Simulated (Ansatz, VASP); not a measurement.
# One calculation of SnTe, two programs

```
Sn Te
1.0
     0.00000    3.06176    3.06176
     3.06176    0.00000    3.06176
     3.06176    3.06176    0.00000
Sn Te
1 1
Direct
  0.00000 0.00000 0.00000
  0.50000 0.50000 0.50000
```

Change from the starting cell: hydrostatic strain -4.0%.

Alike in both runs: task single point; functional PBE; k mesh 8 × 8 × 8; occupations fermi-dirac, width 0.02 eV; no spin polarisation.

```csv
,VASP,Ansatz
version,VASP 6.6.1,Ansatz 0.2.0
potentials or method,"VASP PAW PBE potentials, release 64 (Sn_d, Te)","plane waves, PAW"
plane-wave cutoff (eV),520,420
valence electrons in the cell,20,30
```

VASP gave:

| Quantity | Value |
| --- | --- |
| pressure (GPa) | 7.5 |

Which values does Ansatz return?

Pressure (GPa): 7.6.

With one functional, cell and mesh, what is left measures potentials, basis and numerics. The two sets of potentials don't hold the same shells in valence.
